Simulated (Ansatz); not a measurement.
LaAlO3:
```xyz
10
Lattice="2.6509 1.5305 4.3115 -2.6509 1.5305 4.3115 0.0000 -3.0609 4.3115" Properties=species:S:1:pos:R:3 pbc="T T T"
La     0.0000     0.0000     3.2336
La     0.0000     0.0000     9.7008
Al     0.0000     0.0000     0.0000
Al     0.0000     0.0000     6.4672
O      0.1646     1.5305     7.5451
O     -1.4077    -0.6227     7.5451
O      1.2431    -0.9078     7.5451
O     -0.1646    -1.5305     5.3893
O      1.4077     0.6227     5.3893
O     -1.2431     0.9078     5.3893
```

Relaxed with LDA.

Question: Give the optical modes at the zone centre with their infrared and Raman activity from DFPT, DFT-LDA in the program Ansatz with PAW potentials.

Answer: Transverse frequencies, without the LO–TO term; a row sums one degenerate level.

```csv
ω (cm⁻¹),degeneracy,IR ((D/Å)²/amu),Raman (Å⁴/amu),activity,symmetry
26,2,0.00,8.0,Raman,Eg
144,1,0.00,0,silent,A2g
155,2,0.00,0.96,Raman,Eg
162,1,0.00,20,Raman,A1g
171,1,27.19,0,IR,A2u
189,2,53.00,0,IR,Eu
298,2,0.23,0,IR,Eu
344,1,0.00,0,silent,A1u
422,1,33.99,0,IR,A2u
427,2,77.65,0,IR,Eu
455,1,0.00,0,silent,A2g
472,2,0.00,2.5,Raman,Eg
493,2,0.00,0.56,Raman,Eg
501,2,0.37,0,IR,Eu
503,1,0.00,0,silent,A1u
661,1,9.89,0,IR,A2u
672,2,17.41,0,IR,Eu
776,1,0.00,0,silent,A2g
```

Question: How high does the top mode go among those that the LO–TO term moves?

Answer: 748 cm⁻¹ for q along x, 748 cm⁻¹ for q along y, 741 cm⁻¹ for q along z.

Space group R-3c. The cell was relaxed with LDA under the symmetry of its start; phonons on a q-mesh show weakly imaginary modes. Spin–orbit coupling is left out wherever it is not named.

Potentials: the later of the program's two PAW sets.
